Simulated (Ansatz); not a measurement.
# Ta (Im-3m): relaxations under a series of pressures, by script

How does Ta (Im-3m) give way under pressure? A script is to give relaxations under a series of pressures; the system is Ta (Im-3m).

All numbers are computed with Ansatz 0.2.0, driven from Python. Level of theory: DFT PBE, plane waves, PAW.

## (1) The system

Symmetry: Im-3m, No. 229, cubic system. Conventional cell: a = 3.303 Å, b = 3.303 Å, c = 3.303 Å, α = 90.00°, β = 90.00°, γ = 90.00°. Ta (site symmetry m-3m) is surrounded by 8 Ta at 2.86 Å.

No structure file is read: the coordinates are typed or built in the script.

## (2) The code

Input file compress_ta.py:

```python
"""Volume and enthalpy of Ta against pressure."""

import warnings

import ansatz as az
import numpy as np
import pandas as pd

SMEARING = "fermi_dirac"
WIDTH_EV = 0.1
XC = "PBE"

def edges_and_angles(cell):
    cell = np.asarray(cell)
    a, b, c = np.linalg.norm(cell, axis=1)
    cosines = cell[1] @ cell[2] / (b * c), cell[0] @ cell[2] / (a * c), cell[0] @ cell[1] / (a * b)
    return (a, b, c, *np.degrees(np.arccos(cosines)))


def main() -> None:
    warnings.simplefilter("ignore", az.DeckWarning)

    vectors = np.array([
        [-1.65128, 1.65128, 1.65128],
        [1.65128, -1.65128, 1.65128],
        [1.65128, 1.65128, -1.65128],
    ])
    crystal = az.Lattice.of(vectors).atom("Ta", [0.0, 0.0, 0.0])

    setup = crystal.calculation()
    setup = setup.occupations(SMEARING, width=WIDTH_EV)
    setup = setup.kpoints(14, center="gamma")
    setup = setup.functional(XC)

    # H = F + PV, with 1 GPa A^3 = 1/160.21766 eV
    rows = []
    for pressure in [0, 10, 20, 30, 40]:
        result = setup.relax(cell=True, pressure=pressure, force_tolerance=0.05, max_steps=60).run(threads=1)
        cell = result.lattice.cell_ang
        n_atoms = len(result.lattice.sites)
        volume = abs(np.linalg.det(cell)) / n_atoms
        enthalpy = result.report["free_energy_ev"] / n_atoms + pressure * volume / 160.21766
        rows.append((pressure, volume, enthalpy, *edges_and_angles(cell)))
        print(f"{pressure} GPa done: {volume:.4f} A^3/atom")

    table = pd.DataFrame(rows, columns=["P_GPa", "V_A3_atom", "H_eV_atom", "a", "b", "c", "alpha", "beta", "gamma"])
    print(table.round(4).to_string(index=False))
    p, v = np.array([row[0] for row in rows], float), np.array([row[1] for row in rows])
    print("mean bulk modulus between rows (GPa):", np.round(-np.diff(p) / np.diff(np.log(v)), 1))


if __name__ == "__main__":
    main()
```

## (3) The input behind the calls

The engine receives this input (first run):

```yaml
crystal:
  lattice:
    - [-1.65128, 1.65128, 1.65128]
    - [1.65128, -1.65128, 1.65128]
    - [1.65128, 1.65128, -1.65128]
  atoms:
    - { symbol: Ta, position: [0.0, 0.0, 0.0] }
kpoints:
  mp_grid:
    grid: [14, 14, 14]
    shift: [0.0, 0.0, 0.0]
hamiltonian:
  xc: pbe
scf:
  occupations:
    method: fermi_dirac
    width: 0.1
relax:
  f_tol: 0.05
  max_steps: 60
  cell:
    p_target: 0.0
```

## (4) Launch

Run with:

```sh
> python compress_ta.py
```

**Question.** How far does the cell shrink over this series of pressures, and what bulk modulus does the first step imply?

As calculated:

| quantity | value |
| --- | --- |
| bulk modulus between neighbouring pressures | 215.6 to 318.1 GPa |
| runs compared | 5 |
| range of energy | 285.56 meV/atom |

**Reading.** The crystal stiffens as it is compressed. The volume falls from 18.29 Å³ an atom at 0 GPa to 15.71 at 40 GPa, by 14.1 %. Between 0 and 10 GPa, -V dP/dV is about 216 GPa, a mean over that step. In run 1, over 2 moves the cell grew by 1.6 % in volume, and the space group stayed Im-3m. In run 5, over 4 moves the cell shrank by 12.8 % in volume under the 40 GPa asked, and the space group stayed Im-3m. Reading the output:
- At a fixed pressure a relaxation lowers the enthalpy F + PV, while F alone can rise.
- Edges and angles that the script prints are those of the cell as typed, here a primitive one.
- Spin-orbit coupling, which matters for elements this heavy, is left out.
- Symmetry holds the cell in this phase, so another phase that may be stable under pressure is not reached.
